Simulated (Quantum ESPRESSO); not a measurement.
Ru:

```
Ru
1.0
     2.70580    0.00000    0.00000
    -1.35290    2.34329    0.00000
     0.00000    0.00000    4.28190
Ru
2
Direct
  0.66667 0.33333 0.75000
  0.33333 0.66667 0.25000
```

Base run:

* Program: Quantum ESPRESSO 7.5
* Functional: LDA
* Potentials or basis: PseudoDojo 0.4.1 SR LDA standard
* Cutoff: 1197 eV
* Density cutoff: 4789 eV
* k mesh: 11 × 11 × 6
* Occupations: fermi-dirac, width 0.05 eV
* Spin: no spin polarisation

Its results: band gap on the k mesh none (metal or under the smearing width); pressure -11.5 GPa.

Problem. The run is repeated on the same cell with these changes: potentials or basis from PseudoDojo 0.4.1 SR LDA standard to GBRV 1.5 LDA; cutoff from 1197 eV to 612 eV; density cutoff from 4789 eV to 4898 eV; form of the lda correlation from PW92 to PZ81. What comes out?

Solution. Band gap on the k mesh none (metal or under the smearing width); pressure -12.4 GPa.
